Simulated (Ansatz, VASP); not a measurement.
# One calculation of TiB2, two programs

The input INCAR:

```
SYSTEM = TiB2
PREC     = Accurate       ! precision mode
ENCUT    = 520            ! plane-wave cutoff, eV
EDIFF    = 1E-6           ! SCF threshold, eV
ISMEAR   = 1              ! smearing method
SIGMA    = 0.1            ! smearing width, eV
LREAL    = .FALSE.        ! projectors in reciprocal space
LASPH    = .TRUE.         ! aspherical terms in the spheres
NELM     = 60             ! most SCF steps
ALGO     = Normal         ! electronic algorithm
ISIF     = 2              ! what is computed and relaxed
LWAVE    = .FALSE.        ! write WAVECAR
LCHARG   = .FALSE.        ! write CHGCAR
GGA      = PS             ! functional
NBANDS   = 16             ! bands
```

The input KPOINTS:

```
regular mesh
0
G
  11 11 9
  0 0 0
```

File POSCAR:

```
TiB2
1.0
    3.1079154826      0.0000000000      0.0000000000
   -1.5539577413      2.6915336036      0.0000000000
    0.0000000000      0.0000000000      3.3122918078
Ti B
1 2
Direct
    0.0000000000      0.0000000000      0.0000000000
    0.3333333333      0.6666666667      0.5000000000
    0.6666666667      0.3333333333      0.5000000000
```

Input for Ansatz:

```yaml
crystal:
  lattice:
    - [3.10791548260383, 0.0, 0.0]
    - [-1.553957741301915, 2.6915336036265396, 0.0]
    - [0.0, 0.0, 3.312291807750629]
  atoms:
    - { symbol: Ti, position: [0.0, 0.0, 0.0] }
    - { symbol: B, position: [0.3333333333333333, 0.6666666666666666, 0.5] }
    - { symbol: B, position: [0.6666666666666666, 0.3333333333333333, 0.5] }
basis:
  ecutwfc: 517.016338673772
kpoints:
  mp_grid:
    grid: [11, 11, 9]
hamiltonian:
  xc: pbesol
scf:
  convergence:
    dr2_threshold: 1.0e-10
  occupations:
    method: methfessel_paxton
output:
  stress: true
```

Alike in both runs: task single point; functional PBEsol; k mesh 11 × 11 × 9; no spin polarisation.

|  | VASP | Ansatz |
| --- | --- | --- |
| version | VASP 6.6.1 | Ansatz 0.2.0 |
| potentials or method | VASP PAW PBE potentials, release 64 (Ti_sv, B) | plane waves, PAW |
| plane-wave cutoff (eV) | 520 | 517 |
| occupations | methfessel-paxton of order 1, width 0.1 eV | methfessel-paxton of order 1 |
| valence electrons in the cell | 18 | 18 |

|  | VASP | Ansatz | Ansatz less VASP |
| --- | --- | --- | --- |
| pressure (GPa) | -21.2 | -21.5 | -0.34 |
| largest component of the traceless stress (GPa) | 0.80 | 0.87 | +0.069 |

Caveats: so large a pressure means that the cell lies far from this level's equilibrium, or that cutoff or potentials fall short (VASP); the potentials were made for another functional, which shifts forces and pressure (VASP).
